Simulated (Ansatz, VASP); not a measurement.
Ag: VASP beside Ansatz

```
Ag
1.0
     2.72324    0.00000    0.00000
    -1.36162    2.35840    0.00000
     0.00000    0.00000    2.65395
Ag
1
Direct
  0.00000 0.00000 0.00000
```

Alike in both runs: functional LDA; k mesh 16 × 16 × 15; occupations fermi-dirac, width 0.1 eV; no spin polarisation.

Ansatz relaxed the structure, and its values are those at the end. VASP's run is a single point on that final structure, the one shown.

|  | VASP | Ansatz |
| --- | --- | --- |
| version | VASP 6.6.1 | Ansatz 0.2.0 |
| potentials or method | VASP PAW LDA potentials, release 64 (Ag), cutoff 520 eV | all-electron LAPW, scalar-relativistic |

```tsv
	VASP	Ansatz	Ansatz less VASP
pressure (GPa)	2.3	2.2	-0.10
```

Ansatz ran all-electron here, so the differences hold the error of VASP's frozen core and of both bases.
